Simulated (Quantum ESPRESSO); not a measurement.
# Au (Fm-3m) in Quantum ESPRESSO: notebook

The runs below take Au through single point, equation of state, with RGE2.

Program: Quantum ESPRESSO 7.5. These are calculated values, not measurements. Logs are shortened: lines on timing, memory, paths and dates and some standing lists are left out, and cuts for length are marked.

**The experiment to reproduce.**

“Exploring toroidal anvil profiles for larger sample volumes above 4 Mbar”, 2024, pmc:11102561 quotes, for a bulk crystal of Au: bulk modulus 167 GPa.

How close the calculation comes is told below.

### 1 The structure

The structure is cubic, space group Fm-3m (No. 225). Conventional cell: a = 4.070 Å, b = 4.070 Å, c = 4.070 Å, α = 90.00°, β = 90.00°, γ = 90.00°. Au (site symmetry m-3m) has 12 Au at 2.88 Å as nearest neighbours.

### 2 Single point, RGE2, 15.84 Å³/atom

Contents of pw.in:

```
&CONTROL
  calculation = 'scf'
  prefix = 'pwscf'
  outdir = './tmp'
  pseudo_dir = './pseudo'
  tprnfor = .true.
  tstress = .true.
  disk_io = 'nowf'
/
&SYSTEM
  ibrav = 0
  nat = 1
  ntyp = 1
  ecutwfc = 76
  nbnd = 16
  input_dft = 'XC-000I-000I-142L-143L-000I-000I'
  occupations = 'smearing'
  smearing = 'fd'
  degauss = 0.00367493
/
&ELECTRONS
  conv_thr = 2d-10
  electron_maxstep = 120
  mixing_beta = 0.5
/
ATOMIC_SPECIES
Au   196.9666 Au.upf
CELL_PARAMETERS angstrom
   0.0000000000    1.9934577312    1.9934577312
   1.9934577312    0.0000000000    1.9934577312
   1.9934577312    1.9934577312    0.0000000000
ATOMIC_POSITIONS crystal
Au     0.0000000000    0.0000000000    0.0000000000
K_POINTS automatic
11 11 11 0 0 0
```

Potentials or basis: PseudoDojo 0.4.1 SR PBE standard.

The run is started by

```
$ OMP_NUM_THREADS=1 pw.x -in pw.in > pw.out
```

pw.out:

```text
This program is part of the open-source Quantum ESPRESSO suite
     for quantum simulation of materials; please cite
         "P. Giannozzi et al., J. Phys.:Condens. Matter 21 395502 (2009);
         "P. Giannozzi et al., J. Phys.:Condens. Matter 29 465901 (2017);
         "P. Giannozzi et al., J. Chem. Phys. 152 154105 (2020);
     in publications or presentations arising from this work. More details at

     IMPORTANT: XC functional enforced from input :
     Exchange-correlation= XC-000I-000I-142L-143L-000I-000I
                           (   0   0 142 143   0   0   0)
     Any further DFT definition will be discarded
     Please, verify this is what you really want

     Message from routine setup:
     using ibrav=0 with symmetry is DISCOURAGED, use correct ibrav instead

     G-vector sticks info
     --------------------
     sticks:   dense  smooth     PW     G-vecs:    dense   smooth      PW
     Sum         595     595    187                 9577     9577    1687

     Using Slab Decomposition

     bravais-lattice index     =            0
     lattice parameter (alat)  =       5.3275  a.u.
     unit-cell volume          =     106.9172 (a.u.)^3
     number of atoms/cell      =            1
     number of atomic types    =            1
     number of electrons       =        19.00
     number of Kohn-Sham states=           16
     kinetic-energy cutoff     =      76.0000  Ry
     charge density cutoff     =     304.0000  Ry
     scf convergence threshold =      2.0E-10
     mixing beta               =       0.5000
     number of iterations used =            8  plain     mixing
     Exchange-correlation= XC-000I-000I-142L-143L-000I-000I
                           (   0   0 142 143   0   0   0)

     celldm(1)=   5.327469  celldm(2)=   0.000000  celldm(3)=   0.000000
     celldm(4)=   0.000000  celldm(5)=   0.000000  celldm(6)=   0.000000

     crystal axes: (cart. coord. in units of alat)
               a(1) = (   0.000000   0.707107   0.707107 )
               a(2) = (   0.707107   0.000000   0.707107 )
               a(3) = (   0.707107   0.707107   0.000000 )

     reciprocal axes: (cart. coord. in units 2 pi/alat)
               b(1) = ( -0.707107  0.707107  0.707107 )
               b(2) = (  0.707107 -0.707107  0.707107 )
               b(3) = (  0.707107  0.707107 -0.707107 )

     PseudoPot. # 1 for Au read from file:
     Au.upf
     Pseudo is Norm-conserving + core correction, Zval = 19.0
     Generated using ONCVPSP code by D. R. Hamann
     Using radial grid of 1356 points,  7 beta functions with:
                l(1) =   0
                l(2) =   0
                l(3) =   1
                l(4) =   1
                l(5) =   2
                l(6) =   2
                l(7) =   3

     atomic species   valence    mass     pseudopotential
     Au               19.00   196.96660     Au( 1.00)

     48 Sym. Ops., with inversion, found

   Cartesian axes

     site n.     atom                  positions (alat units)
         1        Au     tau(   1) = (   0.0000000   0.0000000   0.0000000  )

     number of k points=    56  Fermi-Dirac smearing, width (Ry)=  0.0037
                       cart. coord. in units 2pi/alat
        k(    1) = (   0.0000000   0.0000000   0.0000000), wk =   0.0015026
        k(    2) = (   0.0642824   0.0642824  -0.0642824), wk =   0.0120210
        k(    3) = (   0.1285649   0.1285649  -0.1285649), wk =   0.0120210
        k(    4) = (   0.1928473   0.1928473  -0.1928473), wk =   0.0120210
        k(    5) = (   0.2571297   0.2571297  -0.2571297), wk =   0.0120210
        k(    6) = (   0.3214122   0.3214122  -0.3214122), wk =   0.0120210
[... 48 lines left out ...]
        k(   55) = (  -0.0642824  -0.4499770   0.7071068), wk =   0.0360631
        k(   56) = (   0.0000000  -0.3856946   0.6428243), wk =   0.0360631

     Dense  grid:     9577 G-vectors     FFT dimensions: (  30,  30,  30)

     WARNING: libxc functional with ID  143 depends
      on external parameters: check the user_guide of
      QE if you need to modify them or to check their
      default values.

     Initial potential from superposition of free atoms

     starting charge      18.9999, renormalised to      19.0000
     Starting wfcs are   10 randomized atomic wfcs +    6 random wfcs

     Self-consistent Calculation

     iteration #  1     ecut=    76.00 Ry     beta= 0.50
     Davidson diagonalization with overlap
     ethr =  1.00E-02,  avg # of iterations =  5.3

     Threshold (ethr) on eigenvalues was too large:
     Diagonalizing with lowered threshold

     Davidson diagonalization with overlap
     ethr =  3.91E-04,  avg # of iterations =  1.4

     total energy              =    -295.96126673 Ry
     estimated scf accuracy    <       0.07431448 Ry

     iteration #  2     ecut=    76.00 Ry     beta= 0.50
     Davidson diagonalization with overlap
     ethr =  3.91E-04,  avg # of iterations =  2.1
[... 36 lines left out ...]
     total energy              =    -295.97909973 Ry
     estimated scf accuracy    <          8.8E-10 Ry

     iteration #  8     ecut=    76.00 Ry     beta= 0.50
     Davidson diagonalization with overlap
     ethr =  4.61E-12,  avg # of iterations =  1.7

     End of self-consistent calculation

          k = 0.0000 0.0000 0.0000 (  1243 PWs)   bands (ev):

   -83.0782 -34.3409 -34.3409 -34.3409  11.9710  17.6039  17.6039  17.6039
    19.3441  19.3441  36.9569  41.3950  41.3950  41.3950  46.4934  51.8210

          k = 0.0643 0.0643-0.0643 (  1218 PWs)   bands (ev):

   -83.0768 -34.3645 -34.3444 -34.3444  12.2777  17.4976  17.7108  17.7108
    19.2958  19.2958  37.3409  39.7846  41.7975  41.7975  47.6054  49.7082

          k = 0.1286 0.1286-0.1286 (  1209 PWs)   bands (ev):
[... 96 lines left out ...]
   -83.0595 -34.5919 -34.4479 -34.3921  15.5330  17.1364  18.1780  18.2389
    20.0911  23.2397  28.2090  35.2955  38.5920  40.3771  46.6161  48.6509

          k =-0.0643-0.3214 0.3214 (  1190 PWs)   bands (ev):

   -83.0625 -34.5516 -34.4382 -34.3777  15.4804  17.1508  17.5474  18.3657
    19.3216  21.8093  31.5522  35.4895  39.2136  42.8778  44.0629  48.7457

          k = 0.0000-0.2571 0.2571 (  1199 PWs)   bands (ev):

   -83.0666 -34.5023 -34.4116 -34.3638  14.7123  16.8927  17.8082  18.5898
    18.6346  20.6889  34.4804  36.6256  40.5792  41.9901  45.3196  48.2662

          k = 0.3857 0.0000-0.0000 (  1198 PWs)   bands (ev):

   -83.0650 -34.5027 -34.4053 -34.4053  14.8218  16.1517  18.4482  19.2320
    19.2320  20.0681  37.3411  37.3411  38.4585  40.1031  40.7421  49.2546

          k = 0.4500 0.0643-0.0643 (  1201 PWs)   bands (ev):
[... 36 lines left out ...]
   -83.0555 -34.5923 -34.4848 -34.4391  15.3509  15.8483  19.1095  19.9201
    20.8386  25.2685  28.4445  31.7312  34.6302  41.1954  45.2407  49.4570

          k =-0.0000-0.5143 0.5143 (  1192 PWs)   bands (ev):

   -83.0557 -34.5643 -34.5224 -34.4272  15.6726  16.4269  18.2943  19.5169
    20.4696  26.3711  28.0587  30.4427  36.1980  40.5879  48.0304  48.9226

          k = 0.6428-0.0000 0.0000 (  1190 PWs)   bands (ev):

   -83.0555 -34.6143 -34.4511 -34.4511  14.9297  15.2987  20.6398  20.9722
    20.9722  22.7910  29.9107  33.0900  33.0900  40.5017  43.2464  50.3974

          k =-0.0000-0.6428 0.6428 (  1182 PWs)   bands (ev):

   -83.0550 -34.6131 -34.4635 -34.4502  15.0253  15.3859  20.3626  20.4925
    21.0118  24.3590  28.8095  32.2221  33.2883  41.2113  43.5783  49.9971

          k = 0.2571 0.1286 0.0000 (  1204 PWs)   bands (ev):

   -83.0701 -34.4536 -34.3842 -34.3633  13.8393  16.8747  18.0177  18.3695
    18.8344  19.8771  36.7962  38.1561  40.7129  41.5997  45.3491  47.3798

          k = 0.3214 0.1928-0.0643 (  1192 PWs)   bands (ev):

   -83.0658 -34.5149 -34.4066 -34.3744  14.8255  16.8390  17.6928  18.4660
    19.2897  20.6251  33.7871  37.3755  39.6316  42.0265  45.4790  47.0644

          k = 0.3857 0.2571-0.1286 (  1194 PWs)   bands (ev):
[... 26 lines left out ...]
   -83.0574 -34.5866 -34.4770 -34.4129  15.9275  16.7477  17.8506  18.7080
    20.4823  25.4075  26.6832  34.1292  36.5343  40.7851  47.0354  49.9828

          k =-0.0643-0.3214 0.4500 (  1196 PWs)   bands (ev):

   -83.0589 -34.5693 -34.4740 -34.4012  16.0768  16.9055  17.2860  18.8123
    19.9704  23.3535  29.7606  33.6484  37.6328  41.6781  45.4370  49.5338

          k = 0.0000-0.2571 0.3857 (  1203 PWs)   bands (ev):

   -83.0620 -34.5436 -34.4475 -34.3862  15.7920  16.6853  17.2857  18.9539
    19.2680  21.8583  32.5130  34.5661  38.6620  43.2887  43.5656  49.4329

          k = 0.5143 0.1286 0.0000 (  1191 PWs)   bands (ev):

   -83.0587 -34.5722 -34.4466 -34.4297  15.4360  15.8094  18.5562  20.1455
    20.2223  21.9697  32.4285  34.0986  35.1597  41.8455  42.7649  49.5346

          k =-0.1286-0.5143 0.6428 (  1194 PWs)   bands (ev):

   -83.0566 -34.5823 -34.4755 -34.4368  15.6130  16.0379  18.2993  19.7743
    20.7352  24.1839  29.6169  32.9199  34.3343  42.1041  45.0160  48.8702

          k =-0.0643-0.4500 0.5785 (  1186 PWs)   bands (ev):

   -83.0558 -34.5677 -34.5110 -34.4322  15.8583  16.4831  17.9172  19.3459
    20.6648  26.5677  27.4430  31.5003  35.0572  41.8024  47.3379  48.6122

          k = 0.0000-0.3857 0.5143 (  1189 PWs)   bands (ev):

   -83.0567 -34.5498 -34.5242 -34.4183  16.2397  16.8131  17.3193  19.1042
    20.2507  24.9562  30.2418  30.2749  36.4683  41.6673  46.3655  50.1134

          k =-0.0643-0.5785 0.7071 (  1193 PWs)   bands (ev):

   -83.0554 -34.6027 -34.4644 -34.4510  15.2105  15.5344  19.5913  20.3496
    20.9715  24.2997  29.4284  32.5568  33.0200  42.0864  43.4748  49.6220

          k =-0.0000-0.5143 0.6428 (  1189 PWs)   bands (ev):
[... 11 lines left out ...]
   -83.0562 -34.5633 -34.5068 -34.4328  16.3190  16.5906  17.2589  19.1949
    20.6323  25.6664  28.4694  32.0240  34.4783  43.1049  45.8587  50.2924

          k =-0.0643-0.4500 0.7071 (  1194 PWs)   bands (ev):

   -83.0553 -34.5714 -34.4997 -34.4502  15.8778  16.2334  17.9526  19.5402
    20.9692  26.2215  29.0297  31.0337  32.9860  44.4204  45.1865  47.9640

          k = 0.0000-0.3857 0.6428 (  1193 PWs)   bands (ev):

   -83.0552 -34.5459 -34.5300 -34.4486  16.1140  16.7200  17.3668  19.1900
    20.9653  27.2320  28.8418  29.9246  33.1950  44.3523  46.2840  48.4923

     the Fermi energy is    22.6512 ev

!    total energy              =    -295.97909973 Ry
     estimated scf accuracy    <          1.9E-11 Ry
     smearing contrib. (-TS)   =      -0.00018906 Ry
     internal energy E=F+TS    =    -295.97891068 Ry

     The total energy is F=E-TS. E is the sum of the following terms:
     one-electron contribution =     -73.68259061 Ry
     hartree contribution      =      49.15180359 Ry
     xc contribution           =     -51.76455080 Ry
     ewald contribution        =    -219.68357285 Ry

     convergence has been achieved in   8 iterations

     Forces acting on atoms (cartesian axes, Ry/au):

     atom    1 type  1   force =     0.00000000    0.00000000    0.00000000

     Total force =     0.000000     Total SCF correction =     0.000000

     Computing stress (Cartesian axis) and pressure

          total   stress  (Ry/bohr**3)                   (kbar)     P=      168.39
   0.00114468   0.00000000   0.00000000          168.39        0.00        0.00
   0.00000000   0.00114468   0.00000000            0.00      168.39        0.00
   0.00000000   0.00000000   0.00114468            0.00        0.00      168.39

=------------------------------------------------------------------------------=
   JOB DONE.
=------------------------------------------------------------------------------=
```

It took 15 s on 1 thread of AMD EPYC 7R43 (Zen 3), shared host; peak memory 0.05 GiB.

Results:

- Free energy: -4027.0008 eV
- Pressure: 16.8 GPa
- Band gap on the k mesh: none (metal or under the smearing width)

Caveat: the potentials were made for another functional, which shifts forces and pressure.

### 3 Single point, RGE2, 16.18 Å³/atom

pw.in, as its differences from that of step 2:

```diff
@@ -28,5 +28,5 @@
 CELL_PARAMETERS angstrom
-   0.0000000000    1.9934577312    1.9934577312
-   1.9934577312    0.0000000000    1.9934577312
-   1.9934577312    1.9934577312    0.0000000000
+   0.0000000000    2.0074966285    2.0074966285
+   2.0074966285    0.0000000000    2.0074966285
+   2.0074966285    2.0074966285    0.0000000000
 ATOMIC_POSITIONS crystal
```

Potentials or basis: PseudoDojo 0.4.1 SR PBE standard.

The run is started by

```
$ OMP_NUM_THREADS=1 pw.x -in pw.in > pw.out
```

Run time: 14 s. Hardware: 1 thread of AMD EPYC 7R43 (Zen 3), shared host; peak memory 0.06 GiB.

It converged, with:

```yaml
Free_energy: -4027.0308 eV
Pressure: 11.7 GPa
Band_gap_on_the_k_mesh: none (metal or under the smearing width)
```

Caveat: the potentials were made for another functional, which shifts forces and pressure.

### 4 Single point, RGE2, 16.52 Å³/atom

pw.in, as its differences from that of step 3:

```diff
@@ -28,5 +28,5 @@
 CELL_PARAMETERS angstrom
-   0.0000000000    2.0074966285    2.0074966285
-   2.0074966285    0.0000000000    2.0074966285
-   2.0074966285    2.0074966285    0.0000000000
+   0.0000000000    2.0213418704    2.0213418704
+   2.0213418704    0.0000000000    2.0213418704
+   2.0213418704    2.0213418704    0.0000000000
 ATOMIC_POSITIONS crystal
```

The run is started by

```
$ OMP_NUM_THREADS=1 pw.x -in pw.in > pw.out
```

Wall time 16 s (1 thread of AMD EPYC 7R43 (Zen 3), shared host); peak memory 0.05 GiB.

The run converged. Its results:

* Free energy: -4027.0506 eV
* Pressure: 7.2 GPa
* Band gap on the k mesh: none (metal or under the smearing width)

Caveat: the potentials were made for another functional, which shifts forces and pressure.

### 5 Single point, RGE2, 16.85 Å³/atom

pw.in, as its differences from that of step 4:

```diff
@@ -28,5 +28,5 @@
 CELL_PARAMETERS angstrom
-   0.0000000000    2.0213418704    2.0213418704
-   2.0213418704    0.0000000000    2.0213418704
-   2.0213418704    2.0213418704    0.0000000000
+   0.0000000000    2.0350000000    2.0350000000
+   2.0350000000    0.0000000000    2.0350000000
+   2.0350000000    2.0350000000    0.0000000000
 ATOMIC_POSITIONS crystal
```

The run is started by

```
$ OMP_NUM_THREADS=1 pw.x -in pw.in > pw.out
```

It took 16 s on 1 thread of AMD EPYC 7R43 (Zen 3), shared host; peak memory 0.05 GiB.

The run converged. Its results:

```
Free energy            : -4027.0615 eV
Pressure               : 3.2 GPa
Band gap on the k mesh : none (metal or under the smearing width)
```

Caveat: the potentials were made for another functional, which shifts forces and pressure.

### 6 Single point, RGE2, 17.19 Å³/atom

pw.in, as its differences from that of step 5:

```diff
@@ -28,5 +28,5 @@
 CELL_PARAMETERS angstrom
-   0.0000000000    2.0350000000    2.0350000000
-   2.0350000000    0.0000000000    2.0350000000
-   2.0350000000    2.0350000000    0.0000000000
+   0.0000000000    2.0484772140    2.0484772140
+   2.0484772140    0.0000000000    2.0484772140
+   2.0484772140    2.0484772140    0.0000000000
 ATOMIC_POSITIONS crystal
```

Potentials or basis: PseudoDojo 0.4.1 SR PBE standard.

The run is started by

```
$ OMP_NUM_THREADS=1 pw.x -in pw.in > pw.out
```

Wall time 16 s (1 thread of AMD EPYC 7R43 (Zen 3), shared host); peak memory 0.05 GiB.

The run converged. Its results:

| Property | Result |
| --- | --- |
| Free energy | -4027.0647 eV |
| Pressure | -0.2 GPa |
| Band gap on the k mesh | none (metal or under the smearing width) |

Caveat: the potentials were made for another functional, which shifts forces and pressure.

### 7 Single point, RGE2, 17.53 Å³/atom

pw.in, as its differences from that of step 6:

```diff
@@ -28,5 +28,5 @@
 CELL_PARAMETERS angstrom
-   0.0000000000    2.0484772140    2.0484772140
-   2.0484772140    0.0000000000    2.0484772140
-   2.0484772140    2.0484772140    0.0000000000
+   0.0000000000    2.0617793868    2.0617793868
+   2.0617793868    0.0000000000    2.0617793868
+   2.0617793868    2.0617793868    0.0000000000
 ATOMIC_POSITIONS crystal
```

The run is started by

```
$ OMP_NUM_THREADS=1 pw.x -in pw.in > pw.out
```

Wall time 17 s (1 thread of AMD EPYC 7R43 (Zen 3), shared host); peak memory 0.06 GiB.

It converged, with:

```
Free energy            : -4027.0610 eV
Pressure               : -3.3 GPa
Band gap on the k mesh : none (metal or under the smearing width)
```

Caveat: the potentials were made for another functional, which shifts forces and pressure.

### 8 Single point, RGE2, 17.87 Å³/atom

pw.in, as its differences from that of step 7:

```diff
@@ -28,5 +28,5 @@
 CELL_PARAMETERS angstrom
-   0.0000000000    2.0617793868    2.0617793868
-   2.0617793868    0.0000000000    2.0617793868
-   2.0617793868    2.0617793868    0.0000000000
+   0.0000000000    2.0749120936    2.0749120936
+   2.0749120936    0.0000000000    2.0749120936
+   2.0749120936    2.0749120936    0.0000000000
 ATOMIC_POSITIONS crystal
```

The run is started by

```
$ OMP_NUM_THREADS=1 pw.x -in pw.in > pw.out
```

Run time: 16 s. Hardware: 1 thread of AMD EPYC 7R43 (Zen 3), shared host; peak memory 0.06 GiB.

It converged, with:

- Free energy: -4027.0513 eV
- Pressure: -5.9 GPa
- Band gap on the k mesh: none (metal or under the smearing width)

Caveat: the potentials were made for another functional, which shifts forces and pressure.

### 9 Equation of state, RGE2

Potentials or basis: PseudoDojo 0.4.1 SR PBE standard.

This step only gathers the single runs of the series.

Results:

- Equilibrium volume: 17.17 Å³/atom
- Bulk modulus: 166 GPa
- Pressure derivative of the bulk modulus: 5.8

Energy against volume, from the lowest point:
```csv
volume (Å³/atom),energy (meV/atom)
15.843,63.85
16.181,33.89
16.518,14.07
16.855,3.13
17.192,0.00
17.529,3.70
17.866,13.36
```

Caveat: the potentials were made for another functional, which shifts forces and pressure.

### 10 Comparison with measurements

Step 9. A measured bulk modulus of Au is 167 GPa (quoted in “Exploring toroidal anvil profiles for larger sample volumes above 4 Mbar”, 2024, pmc:11102561); the calculated 166 GPa misses it by -0.3 %. The fit is for a static lattice scaled at fixed shape and fixed fractional positions.
